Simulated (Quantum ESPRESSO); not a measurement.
**Rh in Quantum ESPRESSO: convergence with k mesh**

Input of the first run (k mesh 2 × 2 × 2); the others differ in this setting and in those tied to it:

Contents of pw.in:

```
&CONTROL
  calculation = 'scf'
  prefix = 'pwscf'
  outdir = './tmp'
  pseudo_dir = './pseudo'
  tprnfor = .true.
  tstress = .true.
  disk_io = 'nowf'
/
&SYSTEM
  ibrav = 0
  nat = 1
  ntyp = 1
  ecutwfc = 36
  ecutrho = 216
  nbnd = 15
  occupations = 'smearing'
  smearing = 'fd'
  degauss = 0.00734986
/
&ELECTRONS
  conv_thr = 2d-10
  electron_maxstep = 120
  mixing_beta = 0.5
/
ATOMIC_SPECIES
Rh   102.9055 Rh.LDA_PW-JTH.UPF
CELL_PARAMETERS angstrom
   0.0000000000    1.8978500000    1.8978500000
   1.8978500000    0.0000000000    1.8978500000
   1.8978500000    1.8978500000    0.0000000000
ATOMIC_POSITIONS crystal
Rh     0.0000000000    0.0000000000    0.0000000000
K_POINTS automatic
2 2 2 0 0 0
```

Potentials or basis: JTH 2.0 LDA.

Launch:

```bash
$ OMP_NUM_THREADS=1 pw.x -in pw.in > pw.out
```

Hardware: 1 thread of Arm Neoverse V1, on a shared host.

Question: The values tried are 2 × 2 × 2, 4 × 4 × 4, 5 × 5 × 5, 7 × 7 × 7, 9 × 9 × 9, 11 × 11 × 11, 12 × 12 × 12, 14 × 14 × 14, 17 × 17 × 17, loosest first. From which on does the pressure stay within 0.1 GPa of the tightest run that finished?

Answer: From 14 × 14 × 14 on.

```
      k mesh  energy less the tightest run, at zero smearing (meV/atom)  pressure (GPa)  SCF cycles  CPU time (s)  peak memory (GiB)
   2 × 2 × 2                                                    3832.21           49.85          13           1.6               0.05
   4 × 4 × 4                                                    -441.51          -16.93           9           1.6               0.05
   5 × 5 × 5                                                     153.81           -6.42           8           1.6               0.05
   7 × 7 × 7                                                     -60.78          -10.83           9           2.4               0.05
   9 × 9 × 9                                                       6.98           -9.44           8             3               0.05
11 × 11 × 11                                                       9.98           -9.13           8           4.2               0.05
12 × 12 × 12                                                      -2.21           -9.62           8           5.2               0.05
14 × 14 × 14                                                       1.60           -9.43           8             7               0.05
17 × 17 × 17                                                       0.00           -9.48           8            10               0.05
```

Not settled before the last step: the energy (to 1 meV/atom). Meshes of other sizes hit other points, so gaps and Fermi surfaces needn't settle smoothly. The tightest run that finished is the yardstick and may itself not be fully converged.

Caveat, for the tightest run too: the cutoff is low for these files, which shifts pressure and relaxed volume.
